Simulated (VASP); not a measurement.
## Ir: relaxation of cell and atoms with PBE

Crystal: Ir.

```xyz
3
Lattice="3.7046 0.0000 0.0000 0.0000 3.7046 0.0000 0.0000 0.0000 3.7046" Properties=species:S:1:pos:R:3 pbc="T T T"
Ir    0.0000    1.8523    1.8523
Ir    1.8523    0.0000    1.8523
Ir    1.8523    1.8523    0.0000
```

The cell was built by a generator and needn't be a form met in nature.

The cell isn't the ideal one: random cell with space group Pm-3m (No. 221).

| Quantity | Value |
| --- | --- |
| Program | VASP 6.6.1 |
| Task | relaxation of cell and atoms |
| Functional | PBE |
| Potentials or basis | VASP PAW PBE potentials, release 64 (Ir) |
| Cutoff | 600 eV |
| k mesh | 6 × 6 × 6 |
| Occupations | gaussian, width 0.1 eV |
| Spin | no spin polarisation |
| Dipole correction | no |
| Further INCAR settings | ALGO = Fast; EDIFF = 1e-06; IBRION = 2; EDIFFG = -0.04; NSW = 90; ISIF = 3 |

```json
{"Relaxed volume": "17.38 Å³/atom", "Relaxed cell": "a = 3.736 Å, b = 3.736 Å, c = 3.736 Å, α = 90.00°, β = 90.00°, γ = 90.00°", "Space group after relaxing (to 0.05 Å)": "Pm-3m (No. 221)", "Energy gained by relaxing": "8.5 meV/atom", "Ionic steps": "3", "Pressure after relaxing": "-0.2 GPa", "Band gap on the k mesh": "none (metal or under the smearing width)"}
```

The path:
| step | energy change (eV) | largest force (eV/Å) | pressure (GPa) | volume (Å³) |
| --- | --- | --- | --- | --- |
| 1 | 0.0000 | 0.0000 | 6.66 | 50.84 |
| 2 | 0.1940 | 0.0000 | -15.85 | 56.21 |
| 3 | -0.0256 | 0.0000 | -0.18 | 52.14 |

Final structure:
```
CELL_PARAMETERS angstrom
3.73598 0.00000 0.00000
0.00000 3.73598 0.00000
0.00000 0.00000 3.73598
ATOMIC_POSITIONS crystal
Ir 0.00000 0.50000 0.50000
Ir 0.50000 0.00000 0.50000
Ir 0.50000 0.50000 0.00000
```

Levels at points of the mesh, in eV from the Fermi level:
| k point | band 11 | band 12 | band 13 | band 14 | band 15 | band 16 |
| --- | --- | --- | --- | --- | --- | --- |
| (0.00, 0.00, 0.00) | 0.58 | 0.58 | 2.14 | 2.63 | 2.63 | 2.63 |
| (0.50, 0.00, 0.00) | -1.71 | -1.60 | -0.65 | -0.65 | -0.53 | 0.75 |
| (0.50, 0.50, 0.00) | -1.61 | -1.61 | -1.45 | -0.59 | -0.48 | 0.24 |
| (0.50, 0.50, 0.50) | -0.01 | 0.09 | 0.09 | 1.92 | 1.92 | 1.92 |

Wall time 49 s on 1 thread of Intel(R) Xeon(R) Platinum 8488C (Sapphire Rapids) (shared host), peak memory 0.18 GiB.

The run has no spin-orbit coupling, so splittings on Ir are missing.
